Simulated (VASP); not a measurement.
A run of VASP 6.6.1 is set up as follows.

File run.py:

```python
from ase.calculators.vasp import Vasp
from ase.eos import EquationOfState
from ase.io import Trajectory
from ase.spacegroup import crystal
from ase.units import GPa

atoms = crystal(
    ['Rh'],
    basis=[[0.0, 0.0, 0.0]],
    spacegroup=225,
    setting=1,
    cellpar=[3.7957, 3.7957, 3.7957, 90.0, 90.0, 90.0],
    primitive_cell=True,
)
calc = Vasp(
    directory='calc',
    xc='pbe',
    pp='PBE',
    setups='minimal',
    prec='Accurate',
    encut=500,
    ediff=1e-06,
    ismear=1,
    sigma=0.2,
    lreal=False,
    lasph=True,
    nelm=100,
    algo='Normal',
    isif=2,
    lwave=False,
    lcharg=False,
    lmaxmix=4,
    ldautype=2,
    ldauprint=1,
    ldau_luj={'Rh': {'L': 2, 'U': 4.5, 'J': 0}},
    kpts=[12, 12, 12],
    gamma=True,
)
atoms.calc = calc
cell = atoms.cell.copy()
volumes, energies = [], []
traj = Trajectory('eos.traj', 'w')
for x in [0.94, 0.96, 0.98, 1.0, 1.02, 1.04, 1.06]:
    atoms.set_cell(cell * x ** (1 / 3), scale_atoms=True)
    volumes.append(atoms.get_volume())
    energies.append(atoms.get_potential_energy())
    traj.write(atoms)
    print(f'{x:5.2f} {volumes[-1]:12.5f} {energies[-1]:14.6f}')

v0, e0, B = EquationOfState(volumes, energies, eos='vinet').fit()
print(f'V0 = {v0:.4f} A^3, E0 = {e0:.6f} eV, B = {B / GPa:.2f} GPa')
```

Potentials or basis: VASP PAW PBE potentials, release 64 (Rh).

The run is started by

```sh
$ python run.py
```

Q: What does it give for the bulk modulus?

A: 255 GPa.

Q: Predict the equilibrium volume.

A: 13.29 Å³/atom.

Q: Predict the pressure derivative of the bulk modulus.

A: 5.4.

Energy against volume, from the lowest point:
```
volume (Å³/atom)  energy (meV/atom)
          12.851              11.80
          13.125               1.08
          13.398               0.00
          13.671               7.51
          13.945              22.45
          14.218              43.95
          14.492              71.18
```

Caveat: the U is typed as a test and isn't derived for this compound.

**Measured values to compare with.**

“Thermal equation of state of rhodium characterized by XRD in a resistively heated diamond anvil cell”, 2024, pmc:11535440 quotes, for a bulk crystal of Rh: bulk modulus 264 ± 1 GPa.

Against the measured bulk modulus of Rh, 264 GPa (quoted in “Thermal equation of state of rhodium characterized by XRD in a resistively heated diamond anvil cell”, 2024, pmc:11535440), the calculated 255 GPa is off by -3.4 %. The fit is for a static lattice scaled at fixed shape and fixed fractional positions.
